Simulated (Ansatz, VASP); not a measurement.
**One calculation of ZnCu, two programs**

The input INCAR:

```
SYSTEM = ZnCu
ALGO = Fast ; EDIFF = 1E-6
ENCUT = 520 ; GGA = PE
ISIF = 2 ; ISMEAR = 0
LASPH = .TRUE. ; LCHARG = .FALSE.
LREAL = .FALSE. ; LWAVE = .FALSE.
NBANDS = 18 ; NELM = 100
PREC = Accurate ; SIGMA = 0.1
```

Contents of KPOINTS:

```
k-points
0
G
  14 14 14
  0 0 0
```

Contents of POSCAR:

```
ZnCu
1.0
    2.9877614000      0.0000000000      0.0000000000
    0.0000000000      2.9877614000      0.0000000000
    0.0000000000      0.0000000000      2.9877614000
Zn Cu
1 1
Direct
    0.5000000000      0.5000000000      0.5000000000
    0.0000000000      0.0000000000      0.0000000000
```

Input for Ansatz:

```yaml
crystal:
  lattice:
    - [2.9877614, 0.0, 0.0]
    - [0.0, 2.9877614, 0.0]
    - [0.0, 0.0, 2.9877614]
  atoms:
    - { symbol: Zn, position: [0.5, 0.5, 0.5] }
    - { symbol: Cu, position: [0.0, 0.0, 0.0] }
basis:
  ecutwfc: 420
kpoints:
  mp_grid: { grid: [14, 14, 14] }
hamiltonian:
  xc: pbe
scf:
  occupations: { method: gaussian, width: 0.1 }
output:
  forces: true
  stress: true
  eigenvalues: true
  populations: true
```

Alike in both runs: task single point; functional PBE; k mesh 14 × 14 × 14; occupations gaussian, width 0.1 eV; no spin polarisation.

```csv
,VASP,Ansatz
version,VASP 6.6.1,Ansatz 0.2.0
potentials or method,"VASP PAW PBE potentials, release 64 (Zn, Cu)","scalar-relativistic, plane waves, PAW"
plane-wave cutoff (eV),520,420
valence electrons in the cell,23,31
```

|  | VASP | Ansatz | Ansatz less VASP |
| --- | --- | --- | --- |
| gap on the k mesh at the Fermi level (eV) | none | none | - |
| pressure (GPa) | -1.7 | -2.7 | -0.93 |

A gap of «none» marks a metal or a gap that the smearing closes. The two sets of potentials don't hold the same shells in valence.
